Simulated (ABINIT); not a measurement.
# ZnS (Wurtzite-2H) (P6_3mc) in ABINIT: band structure with r2SCAN

Aim: the band structure of ZnS (Wurtzite-2H) with r2SCAN.

Everything below comes from runs of ABINIT 10.8.3 (patched build). Logs are shortened: lines on timing, memory, paths and dates and some standing lists are left out, and cuts for length are marked. The log counts tension as positive stress, the text compression.

**Measured values to compare with.**

A printed reference work, monograph reports, for a bulk crystal of ZnS at 4 K: band gap 3.911 eV (direct).

The runs below are set against these values where they give the same quantity.

### Step 1. The structure

It takes space group P6_3mc (No. 186, hexagonal). Conventional cell: a = 3.811 Å, b = 3.811 Å, c = 6.234 Å, α = 90.00°, β = 90.00°, γ = 120.00°. Around Zn (site symmetry 3m) lie 4 S at 2.31 to 2.40 Å. S (site symmetry 3m) has 4 Zn at 2.31 to 2.40 Å as nearest neighbours.

### Step 2. Band structure, r2SCAN

run.abi

```
# Datasets: ground state, then fixed potential
ndtset 2

# Pseudopotentials
pp_dirpath "./"
pseudos "Zn.GGA_PBE-JTH.xml, S.GGA_PBE-JTH.xml"

# Structure
acell 3.811 3.811 6.234 Angstrom
rprim
     1.0000000000     0.0000000000     0.0000000000
    -0.5000000000     0.8660254038     0.0000000000
     0.0000000000     0.0000000000     1.0000000000
ntypat 2
znucl 30 16
natom 4
typat 1 1 2 2
xred
     0.6666666667     0.3333333333     0.5000000000
     0.3333333333     0.6666666667     0.0000000000
     0.6666666667     0.3333333333     0.8850000000
     0.3333333333     0.6666666667     0.3850000000

# Plane-wave basis
ecut 26.0
pawecutdg 48.0

# Exchange and correlation
ixc -497498
usekden 1
pawxcdev 0

# Bands and occupations
occopt 3
tsmear 0.00183747

# SCF cycle
nstep 100

# Output
iomode 3
prtwf 0
prteig 0
prtebands 0
prtden1 1
prtkden1 1
prtvha1 1
prtvclmb1 1
prtpot1 1

# Dataset 1
kptopt1 1
ngkpt1 8 8 5
nshiftk1 1
shiftk1 0.0 0.0 0.0
nband1 22
tolvrs1 1.0e-7

# Dataset 2: bands along G-M-K-G-A-L-H-A
iscf2 -2
getden2 1
getkden2 1
nband2 28
nbdbuf2 4
tolwfr2 1.0e-11
kptopt2 -7
ndivsm2 5
prteig2 1
prtvol2 -3
kptbounds2
     0.0000000000     0.0000000000     0.0000000000
     0.5000000000     0.0000000000     0.0000000000
     0.3333333333     0.3333333333     0.0000000000
     0.0000000000     0.0000000000     0.0000000000
     0.0000000000     0.0000000000     0.5000000000
     0.5000000000     0.0000000000     0.5000000000
     0.3333333333     0.3333333333     0.5000000000
     0.0000000000     0.0000000000     0.5000000000
```

Potentials or basis: JTH PAW PBE v2.0.

Run with:

```console
$ abinit run.abi > log 2>&1
```

run.abo:

```text
.Version 10.8.3 of ABINIT
 DATASET    1 : space group P6_3 m c (#186); Bravais hP (primitive hexag.)
================================================================================
 Values of the parameters that define the memory need for DATASET  1.
     intxc =       0    ionmov =       0      iscf =      17    lmnmax =      18
     lnmax =       6     mgfft =      60  mpssoang =       3    mqgrid =    3675
     natom =       4  nloc_mem =       2    nspden =       1   nspinor =       1
    nsppol =       1      nsym =      12    n1xccc =       1    ntypat =       2
    occopt =       3   xclevel =       2
       mpw =        3365          nfft =       77760          nkpt =          30
 PAW method is used; the additional fine FFT grid is defined by:
   mgfftf=        75    nfftf =    172800
================================================================================
================================================================================

 DATASET    2 : space group P6_3 m c (#186); Bravais hP (primitive hexag.)
================================================================================
 Values of the parameters that define the memory need for DATASET  2.
     intxc =       0    ionmov =       0      iscf =      -2    lmnmax =      18
     lnmax =       6     mgfft =      60  mpssoang =       3    mqgrid =    3675
     natom =       4  nloc_mem =       2    nspden =       1   nspinor =       1
    nsppol =       1      nsym =      12    n1xccc =       1    ntypat =       2
    occopt =       3   xclevel =       2
       mpw =        3372          nfft =       77760          nkpt =          56
 PAW method is used; the additional fine FFT grid is defined by:
   mgfftf=        75    nfftf =    172800
================================================================================
================================================================================

--------------------------------------------------------------------------------
------------- Echo of variables that govern the present computation ------------
--------------------------------------------------------------------------------
 -outvars: echo values of preprocessed input variables --------
            acell      7.2017462658E+00  7.2017462658E+00  1.1780552669E+01 Bohr
              amu      6.53900000E+01  3.20660000E+01
             ecut      2.60000000E+01 Hartree
           getden1          0
           getden2          1
          getkden1          0
          getkden2          1
             iscf1         17
             iscf2         -2
              ixc     -497498
           jdtset        1    2
           kptopt1          1
           kptopt2         -7
         kptrlatt        8    0    0      0    8    0      0    0    5
          kptrlen1     5.76139701E+01
          kptrlen2     3.00000000E+01
            natom           4
            nband1         22
            nband2         28
           nbdbuf1          0
           nbdbuf2          4
           ndtset           2
           ndivsm1          0
           ndivsm2          5
            ngfft          36      36      60
          ngfftdg          48      48      75
             nkpt1         30
             nkpt2         56
            nstep         100
             nsym          12
           ntypat           2
           occopt           3
        pawecutdg      4.80000000E+01 Hartree
         pawxcdev           0
        prtebands           0
           prteig1          0
           prteig2          1
          prtkden           1
           prtpot1          1
           prtpot2          0
         prtvclmb1          1
         prtvclmb2          0
           prtvha1          1
           prtvha2          0
           prtvol1          0
           prtvol2         -3
            prtwf           0
            rprim      1.0000000000E+00  0.0000000000E+00  0.0000000000E+00
                      -5.0000000000E-01  8.6602540380E-01  0.0000000000E+00
                       0.0000000000E+00  0.0000000000E+00  1.0000000000E+00
[... 847 lines left out ...]
 Non-SCF case, kpt   56 (  0.00000  0.00000  0.50000), residuals and eigenvalues=
  9.83E-12  5.46E-12  2.03E-12  7.88E-12  8.29E-12  5.75E-12  3.82E-12  1.83E-12
  4.56E-12  9.83E-12  4.29E-13  9.32E-12  4.93E-12  3.62E-12  2.89E-12  9.52E-12
  3.77E-12  6.72E-12  5.26E-12  5.78E-12  1.96E-12  6.43E-12  3.01E-12  9.48E-12
  6.46E-12  8.28E-12  9.13E-07  1.50E-05
 -3.0117E-01 -3.0116E-01 -5.1177E-02 -5.1177E-02 -5.1175E-02 -5.1175E-02
 -4.8068E-02 -4.8062E-02 -3.1036E-02 -3.1036E-02 -3.1036E-02 -3.1036E-02
  8.5728E-02  8.5740E-02  1.7105E-01  1.7105E-01  1.7105E-01  1.7105E-01
  3.3612E-01  3.3613E-01  4.5246E-01  4.5246E-01  4.5246E-01  4.5246E-01
  4.5787E-01  4.5788E-01  6.5105E-01  6.5176E-01

Result for kinetic energy density :

--------------------------------------------------------------------------------
 Total kinetic energy density [Ha/Bohr^3]
)     Maximum=    5.0614E-01  at reduced coord.    0.3333    0.6667    0.3867
)     Minimum=    9.2235E-04  at reduced coord.    0.0000    0.0000    0.6800
   Integrated=    2.2011E+01
--------------------------------------------------------------------------------

--- !ResultsGS
iteration_state: {dtset: 2, }
comment   : Summary of ground state results
lattice_vectors:
- [  7.2017463,   0.0000000,   0.0000000, ]
- [ -3.6008731,   6.2368952,   0.0000000, ]
- [  0.0000000,   0.0000000,  11.7805527, ]
lattice_lengths: [   7.20175,    7.20175,   11.78055, ]
lattice_angles: [ 90.000,  90.000, 120.000, ] # degrees, (23, 13, 12)
lattice_volume:   5.2914163E+02
convergence: {deltae:  0.000E+00, res2:  0.000E+00, residm:  9.986E-12, diffor:  0.000E+00, }
etotal    :  -1.31663480E+02
entropy   :   0.00000000E+00
fermie    :   2.37048052E-01
cartesian_stress_tensor: null
pressure_GPa: null
xred      :
- [  6.6667E-01,   3.3333E-01,   5.0000E-01, Zn]
- [  3.3333E-01,   6.6667E-01,   0.0000E+00, Zn]
- [  6.6667E-01,   3.3333E-01,   8.8500E-01,  S]
- [  3.3333E-01,   6.6667E-01,   3.8500E-01,  S]
cartesian_forces: null
force_length_stats: {min: null, max: null, mean: null, }
...

 Integrated electronic density in atomic spheres:
 ------------------------------------------------
 Atom  Sphere_radius  Integrated_density
    1        2.30770         10.78957600
    2        2.30770         10.78677525
    3        1.90380          3.62529835
    4        1.90380          3.61076611

================================================================================

 ----iterations are completed or convergence reached----

 Mean square residual over all n,k,spin=   53.021E-13; max=  99.861E-13
 reduced coordinates (array xred) for    4 atoms
       0.666666666667      0.333333333333      0.500000000000
       0.333333333333      0.666666666667      0.000000000000
       0.666666666667      0.333333333333      0.885000000000
       0.333333333333      0.666666666667      0.385000000000

 cartesian coordinates (angstrom) at end:
    1      1.90550000000000     1.10014093796060     3.11700000000000
    2     -0.00000000000000     2.20028187592120     0.00000000000000
    3      1.90550000000000     1.10014093796060     5.51709000000000
    4     -0.00000000000000     2.20028187592120     2.40009000000000
 length scales=  7.201746265835  7.201746265835 11.780552668909 bohr
              =  3.811000000000  3.811000000000  6.234000000000 angstroms
 Eigenvalues (hartree) for nkpt=  56  k points:
 kpt#   1, nband= 28, wtk=  1.00000, kpt=  0.0000  0.0000  0.0000 (reduced coord)
  -0.31706   -0.28241   -0.05223   -0.05223   -0.04963   -0.04963   -0.04943   -0.03267
  -0.03267   -0.02978   -0.02978   -0.02415   -0.00599    0.15573    0.15573    0.18766
   0.18766    0.18793    0.29068    0.31615    0.43658    0.43658    0.44863    0.48667
   0.48667    0.55151    0.57630    0.57630
 kpt#   2, nband= 28, wtk=  1.00000, kpt=  0.0556  0.0000  0.0000 (reduced coord)
  -0.31626   -0.28194   -0.05230   -0.05203   -0.04956   -0.04937   -0.04923   -0.03278
  -0.03269   -0.03049   -0.02974   -0.02352   -0.00485    0.14891    0.15372    0.18004
   0.18654    0.18699    0.29773    0.32262    0.43197    0.43937    0.45133    0.48432
   0.49045    0.54540    0.56629    0.57309
 kpt#   3, nband= 28, wtk=  1.00000, kpt=  0.1111  0.0000  0.0000 (reduced coord)
  -0.31389   -0.28058   -0.05244   -0.05145   -0.04939   -0.04863   -0.04859   -0.03311
  -0.03273   -0.03179   -0.02964   -0.02244   -0.00148    0.13163    0.14817    0.16197
   0.18326    0.18408    0.31376    0.33776    0.42289    0.44702    0.45653    0.48044
   0.50139    0.52781    0.55334    0.56665
 kpt#   4, nband= 28, wtk=  1.00000, kpt=  0.1667  0.0000  0.0000 (reduced coord)
  -0.31010   -0.27851   -0.05255   -0.05059   -0.04909   -0.04755   -0.04747   -0.03366
[... 249 lines left out ...]
  -0.29880   -0.29879   -0.05145   -0.05145   -0.05039   -0.05039   -0.04739   -0.04739
  -0.03104   -0.03104   -0.03096   -0.03096    0.08473    0.08474    0.15435    0.15436
   0.16508    0.16509    0.35513    0.35514    0.42526    0.42527    0.46392    0.46392
   0.47337    0.47337    0.63441    0.63645
 kpt#  55, nband= 28, wtk=  1.00000, kpt=  0.0303  0.0303  0.5000 (reduced coord)
  -0.30057   -0.30056   -0.05127   -0.05127   -0.05097   -0.05097   -0.04788   -0.04788
  -0.03104   -0.03104   -0.03102   -0.03102    0.08558    0.08559    0.16620    0.16620
   0.16955    0.16956    0.34158    0.34158    0.44022    0.44023    0.45552    0.45552
   0.46679    0.46679    0.64087    0.64150
 kpt#  56, nband= 28, wtk=  1.00000, kpt=  0.0000  0.0000  0.5000 (reduced coord)
  -0.30117   -0.30116   -0.05118   -0.05118   -0.05118   -0.05118   -0.04807   -0.04806
  -0.03104   -0.03104   -0.03104   -0.03104    0.08573    0.08574    0.17105    0.17105
   0.17105    0.17105    0.33612    0.33613    0.45246    0.45246    0.45246    0.45246
   0.45787    0.45788    0.65105    0.65176

== END DATASET(S) ==============================================================
================================================================================

 -outvars: echo values of variables after computation  --------
            acell      7.2017462658E+00  7.2017462658E+00  1.1780552669E+01 Bohr
           etotal1    -1.3166347990E+02
            fcart1    -4.4866538594E-28  7.7711124403E-28  6.2395446997E-03
                       1.4955512865E-28 -9.4980263159E-28  6.2395446997E-03
                       1.4955512865E-28 -2.5903708134E-28 -6.2395446997E-03
                       1.4955512865E-28  4.3172846890E-28 -6.2395446997E-03
            rprim      1.0000000000E+00  0.0000000000E+00  0.0000000000E+00
                      -5.0000000000E-01  8.6602540380E-01  0.0000000000E+00
                       0.0000000000E+00  0.0000000000E+00  1.0000000000E+00
           strten1    -3.0448719486E-05 -3.0448719591E-05  3.6273895447E-05
                       0.0000000000E+00  0.0000000000E+00  0.0000000000E+00
           xangst      1.9055000000E+00  1.1001409380E+00  3.1170000000E+00
                      -1.0195384496E-16  2.2002818759E+00  0.0000000000E+00
                       1.9055000000E+00  1.1001409380E+00  5.5170900000E+00
                      -1.0195384496E-16  2.2002818759E+00  2.4000900000E+00
             xred      6.6666666667E-01  3.3333333333E-01  5.0000000000E-01
                       3.3333333333E-01  6.6666666667E-01  0.0000000000E+00
                       6.6666666667E-01  3.3333333333E-01  8.8500000000E-01
                       3.3333333333E-01  6.6666666667E-01  3.8500000000E-01
 Calculation completed.
```

Run time: 16 min. Hardware: 1 thread of Arm Neoverse V1, shared host; peak memory 0.27 GiB.

Results:

| Quantity | Value |
| --- | --- |
| Free energy | -3582.7458 eV |
| Pressure | 0.2 GPa |
| Largest force | 0.321 eV/Å |
| Band gap on the k mesh | 2.80 eV, direct |
| Band gap along the path | 2.80 eV, direct |
| Valence electrons inside the program's atomic spheres | Zn 10.79; S 3.63, 3.61 |

Forces in eV/Å, atoms in the order of the input:
```
Zn   0.000  0.000  0.321
Zn   0.000  0.000  0.321
S    0.000  0.000 -0.321
S    0.000  0.000 -0.321
```

Stress tensor (GPa, compression positive):
```
 0.90  0.00  0.00
 0.00  0.90  0.00
 0.00  0.00 -1.07
```

Levels at the corners of the path, in eV from the valence-band top:
```
point  band 15  band 16  band 17  band 18  band 19  band 20  band 21  band 22
    Γ    -0.88    -0.01    -0.01     0.00     2.80     3.49     6.77     6.77
    M    -3.23    -2.32    -1.59    -1.01     3.99     4.77     5.52     7.58
    K    -3.98    -2.27    -2.26    -2.26     4.76     6.47     6.47     8.29
    Γ    -0.88    -0.01    -0.01     0.00     2.80     3.49     6.77     6.77
    A    -0.46    -0.46    -0.46    -0.46     4.03     4.03     7.20     7.20
    L    -1.71    -1.71    -1.57    -1.57     4.02     4.02     5.57     5.58
    H    -3.19    -3.19    -1.29    -1.29     5.02     5.02     6.83     6.83
    A    -0.46    -0.46    -0.46    -0.46     4.03     4.03     7.20     7.20
```

Caveat: totals of a meta-GGA on PAW files have another zero than those of a GGA; the PAW data sets were made with another functional, which shifts forces and pressure a little.

### Step 3. How close it comes

Step 2. Against the measured gap of ZnS, 3.911 eV (direct; 4 K; a printed reference work, monograph), the calculated 2.80 eV is off by -1.11 eV. The value is that of r2SCAN, without temperature or zero-point motion.
